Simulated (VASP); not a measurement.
Set up this calculation in VASP 6.6.1, as the native input.

```
Task                   : single point
Functional             : PBE
Dispersion             : D3(BJ)
Potentials or basis    : VASP PAW PBE potentials, release 64 (S)
Cutoff                 : 520 eV
k mesh                 : 22 × 22 × 22
Occupations            : gaussian, width 0.15 eV
Spin                   : no spin polarisation
Dipole correction      : no
Further INCAR settings : ALGO = Fast; EDIFF = 1e-06; NBANDS = 9
```

The structure of S lies in POSCAR:

```
S
1.0
    0.0000000000      1.9943503440      1.9943503440
    1.9943503440      0.0000000000      1.9943503440
    1.9943503440      1.9943503440      0.0000000000
S
1
Direct
    0.0000000000      0.0000000000      0.0000000000
```

This isn't the form of S at room conditions, which is orthorhombic, of S8 rings.

One way to write it, as run:

INCAR

```
  PREC = Accurate
  ENCUT = 520
  EDIFF = 1E-6
  ISMEAR = 0
  SIGMA = 0.15
  LREAL = F
  LASPH = T
  NELM = 60
  ALGO = Fast
  ISIF = 2
  LWAVE = F
  LCHARG = F
  GGA = PE
  IVDW = 12
  NBANDS = 9
```

KPOINTS

```
regular mesh
0
Gamma
  22 22 22
```

Potentials or basis: VASP PAW PBE potentials, release 64 (S).

Command:

```console
$ cat potpaw_PBE.64/S/POTCAR > POTCAR
$ mpirun -np 1 vasp_std > vasp.out
```

It gave:

```yaml
Pressure: -4.0 GPa
Band_gap_on_the_k_mesh: none (metal or under the smearing width)
Dispersion_energy_per_atom: -0.383 eV
```

Caveat: pairwise dispersion overbinds metals, which lowers pressure and volume.

It took 53 s on 1 thread of AMD EPYC 7R43 64-Core Processor (Zen 3) (shared host), peak memory 0.13 GiB.
